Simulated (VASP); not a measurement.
# P (Cmce) in VASP: band structure with PBE+D3(BJ)

Aim: the band structure of P with PBE+D3(BJ).

Everything below comes from runs of VASP 6.6.1. Logs are shortened: lines on timing, memory, paths and dates and some standing lists are left out, and cuts for length are marked.

## 1. The structure

The structure is orthorhombic, space group Cmce (No. 64). The conventional cell has a = 3.321 Å, b = 10.194 Å, c = 4.166 Å, α = 90.00°, β = 90.00°, γ = 90.00°. P (site symmetry m) is surrounded by 3 P at 2.23 to 2.25 Å.

## 2. Band structure, PBE+D3(BJ)

The input, POSCAR:

```
P                                       
1.0
    1.6604403373     -5.0968310831      0.0000000000
    1.6604403373      5.0968310831      0.0000000000
    0.0000000000      0.0000000000      4.1661263484
  P             
     4
Direct
     0.8937163115013576    0.1062836884986424    0.0721511159024217
     0.6062836884986424    0.3937163115013576    0.5721511159024217
     0.1062836884986424    0.8937163115013576    0.9278488840975783
     0.3937163115013576    0.6062836884986424    0.4278488840975783
```

The input, INCAR.step1:

```
SYSTEM = P
ALGO     = Normal         ! electronic algorithm
EDIFF    = 1E-7           ! SCF threshold, eV
ENCUT    = 900            ! plane-wave cutoff, eV
GGA      = PE             ! functional
ISIF     = 2              ! what is computed and relaxed
ISMEAR   = 0              ! smearing method
IVDW     = 12             ! dispersion correction
LASPH    = .TRUE.         ! aspherical terms in the spheres
LCHARG   = .TRUE.         ! write CHGCAR
LREAL    = .FALSE.        ! projectors in reciprocal space
LWAVE    = .FALSE.        ! write WAVECAR
NBANDS   = 18             ! bands
NELM     = 60             ! most SCF steps
PREC     = Accurate       ! precision mode
SIGMA    = 0.02           ! smearing width, eV
```

The input, KPOINTS.step1:

```
k-points
0
G
  10 10 8
  0 0 0
```

The input, INCAR.step2:

```
SYSTEM = P
ALGO     = Normal         ! electronic algorithm
EDIFF    = 1E-7           ! SCF threshold, eV
ENCUT    = 900            ! plane-wave cutoff, eV
GGA      = PE             ! functional
ICHARG   = 11             ! starting density
ISIF     = 2              ! what is computed and relaxed
ISMEAR   = 0              ! smearing method
IVDW     = 12             ! dispersion correction
LASPH    = .TRUE.         ! aspherical terms in the spheres
LCHARG   = .FALSE.        ! write CHGCAR
LREAL    = .FALSE.        ! projectors in reciprocal space
LWAVE    = .FALSE.        ! write WAVECAR
NBANDS   = 18             ! bands
NELM     = 60             ! most SCF steps
PREC     = Accurate       ! precision mode
SIGMA    = 0.05           ! smearing width, eV
```

The input, KPOINTS.step2:

```
path GXSRAZGYX1A1TY,ZT
10
line-mode
reciprocal
 0.0000000000  0.0000000000  0.0000000000  G
 0.2750161111  0.2750161111  0.0000000000  X

 0.2750161111  0.2750161111  0.0000000000  X
 0.0000000000  0.5000000000  0.0000000000  S

 0.0000000000  0.5000000000  0.0000000000  S
 0.0000000000  0.5000000000  0.5000000000  R

 0.0000000000  0.5000000000  0.5000000000  R
 0.2750161111  0.2750161111  0.5000000000  A

 0.2750161111  0.2750161111  0.5000000000  A
 0.0000000000  0.0000000000  0.5000000000  Z

 0.0000000000  0.0000000000  0.5000000000  Z
 0.0000000000  0.0000000000  0.0000000000  G

 0.0000000000  0.0000000000  0.0000000000  G
-0.5000000000  0.5000000000  0.0000000000  Y

-0.5000000000  0.5000000000  0.0000000000  Y
-0.2750161111  0.7249838889  0.0000000000  X1

-0.2750161111  0.7249838889  0.0000000000  X1
-0.2750161111  0.7249838889  0.5000000000  A1

-0.2750161111  0.7249838889  0.5000000000  A1
-0.5000000000  0.5000000000  0.5000000000  T

-0.5000000000  0.5000000000  0.5000000000  T
-0.5000000000  0.5000000000  0.0000000000  Y

 0.0000000000  0.0000000000  0.5000000000  Z
-0.5000000000  0.5000000000  0.5000000000  T
```

Potentials or basis: VASP PAW PBE potentials, release 64 (P_h).

Command:

```console
$ cat potpaw_PBE.64/P_h/POTCAR > POTCAR
$ cp INCAR.step1 INCAR
$ cp KPOINTS.step1 KPOINTS
$ mpirun -np 1 vasp_std > vasp.out
$ cp INCAR.step2 INCAR
$ cp KPOINTS.step2 KPOINTS
$ mpirun -np 1 vasp_std > vasp.out
```

OUTCAR:

```text
SYSTEM = P
   EDIFF = 1E-7
   ENCUT = 900
   GGA = PE
   ICHARG = 11
   ISIF = 2
   ISMEAR = 0
   IVDW = 12
   LASPH = .TRUE.
   LREAL = .FALSE.
   NELM = 60
   PREC = Accurate
 IVDW          = 12

 ion  position               nearest neighbor table
   1  0.894  0.106  0.072-   4 2.23   4 2.23   3 2.25
   2  0.606  0.394  0.572-   3 2.23   3 2.23   4 2.25
   3  0.106  0.894  0.928-   2 2.23   2 2.23   1 2.25
   4  0.394  0.606  0.428-   1 2.23   1 2.23   2 2.25

  LATTYP: Found a base centered orthorhombic cell.
 ALAT       =     3.3208806746
 B/A-ratio  =     3.0695659269
 C/A-ratio  =     1.2545245544

  Lattice vectors:

 A1 = (   1.6604403373,  -5.0968310831,   0.0000000000)
 A2 = (   1.6604403373,   5.0968310831,   0.0000000000)
 A3 = (   0.0000000000,   0.0000000000,   4.1661263484)

Analysis of symmetry for initial positions (statically):
=====================================================================
 Subroutine PRICEL returns:
 Original cell was already a primitive cell.

 Routine SETGRP: Setting up the symmetry group for a
 base centered orthorhombic supercell.

 Subroutine GETGRP returns: Found  8 space group operations
 (whereof  4 operations were pure point group operations)
 out of a pool of  8 trial point group operations.

The static configuration has the point symmetry C_2h.
 The point group associated with its full space group is D_2h.

Analysis of symmetry for dynamics (positions and initial velocities):
=====================================================================
 Subroutine PRICEL returns:
 Original cell was already a primitive cell.

 Routine SETGRP: Setting up the symmetry group for a
 base centered orthorhombic supercell.

 Subroutine GETGRP returns: Found  8 space group operations
 (whereof  4 operations were pure point group operations)
 out of a pool of  8 trial point group operations.

The dynamic configuration has the point symmetry C_2h.
 The point group associated with its full space group is D_2h.

 Subroutine INISYM returns: Found  8 space group operations
 (whereof  4 operations are pure point group operations),
 and found     1 'primitive' translations

----------------------------------------------------------------------------------------

                                     Primitive cell

  volume of cell :      70.5157

  direct lattice vectors                    reciprocal lattice vectors
     1.660440337 -5.096831083  0.000000000     0.301124942 -0.098100171  0.000000000
     1.660440337  5.096831083  0.000000000     0.301124942  0.098100171  0.000000000
     0.000000000  0.000000000  4.166126348     0.000000000  0.000000000  0.240031126

  length of vectors
     5.360480315  5.360480315  4.166126348     0.316701554  0.316701554  0.240031126

  position of ions in fractional coordinates (direct lattice)
     0.893716312  0.106283688  0.072151116
     0.606283688  0.393716312  0.572151116
     0.106283688  0.893716312  0.927848884
     0.393716312  0.606283688  0.427848884

  ion indices of the primitive-cell ions
   primitive index   ion index
                 1           1
                 2           2
                 3           3
                 4           4

----------------------------------------------------------------------------------------

 KPOINTS: path GXSRAZGYX1A1TY,ZT

Interpolating k-points between supplied coordinates.

 Line segments in fractional coordinates (reciprocal lattice):
    0.000000  0.000000  0.000000  ...  0.275016  0.275016  0.000000
    0.275016  0.275016  0.000000  ...  0.000000  0.500000  0.000000
    0.000000  0.500000  0.000000  ...  0.000000  0.500000  0.500000
    0.000000  0.500000  0.500000  ...  0.275016  0.275016  0.500000
    0.275016  0.275016  0.500000  ...  0.000000  0.000000  0.500000
    0.000000  0.000000  0.500000  ...  0.000000  0.000000  0.000000
    0.000000  0.000000  0.000000  ... -0.500000  0.500000  0.000000
   -0.500000  0.500000  0.000000  ... -0.275016  0.724984  0.000000
   -0.275016  0.724984  0.000000  ... -0.275016  0.724984  0.500000
   -0.275016  0.724984  0.500000  ... -0.500000  0.500000  0.500000
   -0.500000  0.500000  0.500000  ... -0.500000  0.500000  0.000000
    0.000000  0.000000  0.500000  ... -0.500000  0.500000  0.500000

 Generated    10 points on each line segment, for a total of    120 k-points:

 Following reciprocal coordinates:
            Coordinates               Weight
  0.000000  0.000000  0.000000      0.008333
  0.030557  0.030557  0.000000      0.008333
  0.061115  0.061115  0.000000      0.008333
  0.091672  0.091672  0.000000      0.008333
  0.122229  0.122229  0.000000      0.008333
  0.152787  0.152787  0.000000      0.008333
[... 16 lines left out ...]
  0.000000  0.500000  0.111111      0.008333
  0.000000  0.500000  0.166667      0.008333
 [... further k-points ...]
   k-points           NKPTS =    120   k-points in BZ     NKDIM =    120   number of bands    NBANDS=     18
   number of dos      NEDOS =    301   number of ions     NIONS =      4
   total plane-waves  NPLWV = 122472
   dimension x,y,z NGX =    54 NGY =   54 NGZ =   42
   dimension x,y,z NGXF=   108 NGYF=  108 NGZF=   84
   ions per type =               4
   NGX,Y,Z   is equivalent  to a cutoff of  16.75, 16.75, 16.76 a.u.
   NGXF,Y,Z  is equivalent  to a cutoff of  33.49, 33.49, 33.52 a.u.
 SYSTEM =  P
   PREC   = accura    normal or accurate (medium, high low for compatibility)
   ISTART =      0    job   : 0-new  1-cont  2-samecut
   ICHARG =     11    charge: 1-file 2-atom 10-const
   ISPIN  =      1    spin polarized calculation?
   LNONCOLLINEAR =      F non collinear calculations
   LSORBIT =      F    spin-orbit coupling
   LASPH  =      T    aspherical Exc in radial PAW
   ENCUT  =  900.0 eV  66.15 Ry    8.13 a.u.  13.11 13.11 10.19*2*pi/ulx,y,z
   NELM   =     60;   NELMIN=  2; NELMDL=  0     # of ELM steps
   EDIFF  = 0.1E-06   stopping-criterion for ELM
   LREAL  =      F    real-space projection
   EDIFFG = 0.1E-05   stopping-criterion for IOM
   NSW    =      0    number of steps for IOM
   IBRION =     -1    ionic relax: 0-MD 1-quasi-New 2-CG
   NFREE  =      0    steps in history (QN), initial steepest desc. (CG)
   ISIF   =      2    stress and relaxation
   ISYM   =      2    0-nonsym 1-usesym 2-fastsym
   POTIM  = 0.5000    time-step for ionic-motion
   TEBEG  =    0.0;   TEEND  =   0.0 temperature during run
   PSTRESS=    0.0 pullay stress
   NELECT =      20.0000    total number of electrons
   NUPDOWN=      -1.0000    fix difference up-down
   EMIN   =  10.00;   EMAX   =-10.00  energy-range for DOS
   EFERMI =   0.00;   METHOD = LEGACY
   ISMEAR =     0;   SIGMA  =   0.05  broadening in eV -4-tet -1-fermi 0-gaus
   EFERMI_NEDOS =   21; number of points for ismear=-14 and -15
   IALGO  =     38    algorithm
   IMIX   =      4    mixing-type and parameters
     AMIX     =   0.40;   BMIX     =  1.00
     AMIX_MAG =   1.60;   BMIX_MAG =  1.00
  volume/ion in A,a.u.               =      17.63       118.97
  Fermi-wavevector in a.u.,A,eV,Ry     =   1.075613  2.032614 15.741180  1.156944
  Thomas-Fermi vector in A             =   2.211475
   LORBIT       =      0    0 simple, 1 ext, 2 COOP (PROOUT), +10 PAW based schemes
   GGA     = PE    functional components
   LHFCALC =     F    Hartree Fock is set to
   AEXX    =    0.0000 exact exchange contribution
   IVDW    =    12    specifies the selected vdW correction
   LEPSILON=     F    determine dielectric tensor
   LRPA    =     F    only Hartree local field effects (RPA)
 non-spin polarized calculation
 Gauss-broadening in eV      SIGMA  =   0.05
  energy-cutoff  :      900.00
  volume of cell :       70.52
 maximum number of plane-waves:      4356
 NGX is ok and might be reduce to    54

 number of electron      20.0000000 magnetization

 Free energy of the ion-electron system (eV)
  ---------------------------------------------------
  ext. energy  EPLUGINS =         0.00000000
  ---------------------------------------------------
  free energy    TOTEN  =       -20.34274602 eV

  energy without entropy =      -20.34234086  energy(sigma->0) =      -20.34254344

 E-fermi :   8.0693     XC(G=0): -10.3747

 val. band max:        8.0499908217   @ k =  -0.3333   0.3333   0.0000
 cond. band min:       8.0885672877   @ k =  -0.4000   0.6000   0.0000
 fundamental gap:      0.0385764660
 Fermi energy:         8.0692792531

 k-point     1 :       0.0000    0.0000    0.0000
  band No.  band energies     occupation
      1      -8.0212      2.00000
      2      -4.6721      2.00000
      3      -1.1498      2.00000
      4       0.7039      2.00000
      5       2.9043      2.00000
      6       3.7602      2.00000
[... 10 lines left out ...]
     17      15.2136      0.00000
     18      15.4066      0.00000

 k-point     2 :       0.0306    0.0306    0.0000
  band No.  band energies     occupation
      1      -7.9765      2.00000
      2      -4.6265      2.00000
      3      -1.1905      2.00000
      4       0.7438      2.00000
      5       2.9435      2.00000
      6       3.5454      2.00000
[... 10 lines left out ...]
     17      14.7732      0.00000
     18      15.3546      0.00000

 k-point     3 :       0.0611    0.0611    0.0000
  band No.  band energies     occupation
      1      -7.8422      2.00000
      2      -4.4898      2.00000
      3      -1.3308      2.00000
      4       0.8627      2.00000
      5       2.9284      2.00000
      6       3.0601      2.00000
[... 10 lines left out ...]
     17      13.6830      0.00000
     18      15.6166      0.00000

 k-point     4 :       0.0917    0.0917    0.0000
  band No.  band energies     occupation
      1      -7.6194      2.00000
      2      -4.2625      2.00000
      3      -1.6142      2.00000
      4       1.0580      2.00000
      5       2.0644      2.00000
      6       2.7459      2.00000
[... 375 lines left out ...]
      4      -2.1098      2.00000
      5       2.9081      2.00000
      6       2.9081      2.00000
[... 10 lines left out ...]
     17      14.8866      0.00000
     18      14.8866      0.00000

 k-point    23 :       0.0000    0.5000    0.1111
  band No.  band energies     occupation
      1      -4.9466      2.00000
      2      -4.9466      2.00000
      3      -2.1097      2.00000
      4      -2.1097      2.00000
      5       2.7155      2.00000
      6       2.7155      2.00000
[... 10 lines left out ...]
     17      14.7860      0.00000
     18      14.7860      0.00000

 k-point    24 :       0.0000    0.5000    0.1667
  band No.  band energies     occupation
      1      -4.8801      2.00000
      2      -4.8801      2.00000
      3      -2.1145      2.00000
      4      -2.1145      2.00000
      5       2.4661      2.00000
      6       2.4661      2.00000
[... 10 lines left out ...]
     17      14.7153      0.00000
     18      14.7153      0.00000

 [... further k-points ...]

------------------------ aborting loop because EDIFF is reached ----------------------------------------

 Edisp (eV)   -1.59259

 E8    (eV) :    -0.6030

  FORCE on cell =-STRESS in cart. coord.  units (eV):
  Direction    XX          YY          ZZ          XY          YZ          ZX
  --------------------------------------------------------------------------------------
  -------------------------------------------------------------------------------------
  Total       3.93320     0.61943    -0.07926     0.00000     0.00000     0.00000
  in kB      89.36566    14.07390    -1.80075     0.00000     0.00000     0.00000
  external pressure =       33.88 kB  Pullay stress =        0.00 kB

 VOLUME and BASIS-vectors are now :
 -----------------------------------------------------------------------------
  energy-cutoff  :      900.00
  volume of cell :       70.52
      direct lattice vectors                 reciprocal lattice vectors
     1.660440337 -5.096831083  0.000000000     0.301124942 -0.098100171  0.000000000
     1.660440337  5.096831083  0.000000000     0.301124942  0.098100171  0.000000000
     0.000000000  0.000000000  4.166126348     0.000000000  0.000000000  0.240031126

 POSITION                                       TOTAL-FORCE (eV/Angst)
 -----------------------------------------------------------------------------------
      1.66044     -4.01341      0.30059         0.000000     -0.322209      0.165491
      1.66044     -1.08342      2.38365         0.000000      0.322209      0.165491
      1.66044      4.01341      3.86554         0.000000      0.322209     -0.165491
      1.66044      1.08342      1.78247         0.000000     -0.322209     -0.165491
 -----------------------------------------------------------------------------------
    total drift:                                0.000000     -0.000000     -0.000000

  FREE ENERGIE OF THE ION-ELECTRON SYSTEM (eV)
  ---------------------------------------------------
  free  energy   TOTEN  =       -21.9353318746 eV

  energy  without entropy=      -21.9349267108  energy(sigma->0) =      -21.93512929
```

Run time: 9.7 min. Hardware: 1 thread of Intel Xeon Platinum 8488C (Sapphire Rapids), shared host; peak memory 0.54 GiB.

Results:

```
Band gap along the path    : none (metal or under the smearing width)
Dispersion energy per atom : -0.398 eV
```

Levels at the corners of the path, in eV from the Fermi level:
```
point  band 6  band 7  band 8  band 9  band 10  band 11  band 12  band 13  band 14  band 15
    Γ   -4.31   -4.16   -2.94   -2.74    -1.43     0.96     1.16     1.82     3.38     5.39
    X   -4.77   -3.70   -3.28   -2.91    -2.18     0.50     0.61     1.16     1.76     2.26
    X   -4.77   -3.70   -3.28   -2.91    -2.18     0.50     0.61     1.16     1.76     2.26
    S   -5.09   -3.27   -3.27   -2.72    -2.72     0.74     0.74     1.02     1.02     3.32
    S   -5.09   -3.27   -3.27   -2.72    -2.72     0.74     0.74     1.02     1.02     3.32
    R   -5.96   -5.83   -5.83   -2.16    -2.16     1.54     1.54     4.67     4.67     6.21
    R   -5.96   -5.83   -5.83   -2.16    -2.16     1.54     1.54     4.67     4.67     6.21
    A   -6.75   -4.79   -4.79   -2.21    -2.21     2.01     2.01     4.08     4.08     4.86
    A   -6.75   -4.79   -4.79   -2.21    -2.21     2.01     2.01     4.08     4.08     4.86
    Z   -5.21   -3.17   -3.17   -0.94    -0.94     1.40     1.40     2.15     2.15     5.26
    Z   -5.21   -3.17   -3.17   -0.94    -0.94     1.40     1.40     2.15     2.15     5.26
    Γ   -4.31   -4.16   -2.94   -2.74    -1.43     0.96     1.16     1.82     3.38     5.39
    Γ   -4.31   -4.16   -2.94   -2.74    -1.43     0.96     1.16     1.82     3.38     5.39
    Y   -5.32   -4.44   -2.25   -1.87    -0.43     0.41     0.59     2.39     3.09     5.69
    Y   -5.32   -4.44   -2.25   -1.87    -0.43     0.41     0.59     2.39     3.09     5.69
   X1   -4.77   -3.70   -3.28   -2.91    -2.18     0.50     0.61     1.16     1.76     2.26
   X1   -4.77   -3.70   -3.28   -2.91    -2.18     0.50     0.61     1.16     1.76     2.26
   A1   -6.75   -4.79   -4.79   -2.21    -2.21     2.01     2.01     4.08     4.08     4.86
   A1   -6.75   -4.79   -4.79   -2.21    -2.21     2.01     2.01     4.08     4.08     4.86
    T   -3.25   -2.49   -2.49   -1.32    -1.32     1.26     1.26     2.67     2.67     2.73
    T   -3.25   -2.49   -2.49   -1.32    -1.32     1.26     1.26     2.67     2.67     2.73
    Y   -5.32   -4.44   -2.25   -1.87    -0.43     0.41     0.59     2.39     3.09     5.69
    Z   -5.21   -3.17   -3.17   -0.94    -0.94     1.40     1.40     2.15     2.15     5.26
    T   -3.25   -2.49   -2.49   -1.32    -1.32     1.26     1.26     2.67     2.67     2.73
```

Caveat: the log is that of the step along the path at fixed density, whose energy, stress, charges and moments have no meaning; pairwise dispersion overbinds metals, which lowers pressure and volume.
